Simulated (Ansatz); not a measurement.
# RbBr: the cost of one run

Method: DFT LDA, scalar-relativistic, plane waves, PAW, in Ansatz 0.2.0.

## Step 1: Starting point

It takes space group Pm-3m (No. 221, cubic). Conventional cell: a = 4.126 Å, b = 4.126 Å, c = 4.126 Å, α = 90.00°, β = 90.00°, γ = 90.00°. Rb (site symmetry m-3m) is surrounded by 8 Br at 3.57 Å. Br (site symmetry m-3m) is surrounded by 8 Rb at 3.57 Å.

Structure file:

```
Rb Br
1.0
     4.12608    0.00000    0.00000
     0.00000    4.12608    0.00000
     0.00000    0.00000    4.12608
Rb Br
1 1
Direct
  0.00000 0.00000 0.00000
  0.50000 0.50000 0.50000
```

The structure comes from the Materials Project (structure only).

(A quick probe on a coarse mesh, which set the mesh and smearing, is not shown.)

## Step 3: Full relaxation

Contents of input.yaml:

```yaml
crystal:
  lattice:
    - [4.1260773, 0.0, 0.0]
    - [0.0, 4.1260773, 0.0]
    - [0.0, 0.0, 4.1260773]
  atoms:
    - { symbol: Rb, position: [0.0, 0.0, 0.0] }
    - { symbol: Br, position: [0.5, 0.5, 0.5] }
basis:
  ecutwfc: 420
kpoints:
  mp_grid: { grid: [6, 6, 6] }
hamiltonian:
  xc: lda
scf:
  occupations: { method: gaussian, width: 0.02 }
output:
  forces: true
  stress: true
  eigenvalues: true
relax:
  adjacent_minimum: "off"
  f_tol: 0.005
  max_steps: 80
  cell: { stress_tol: 0.05 }
```

Q: Estimate wall time and peak memory on 1 thread of an Arm CPU, shared host.

About 6.1 s, with a peak of 0.29 GiB.
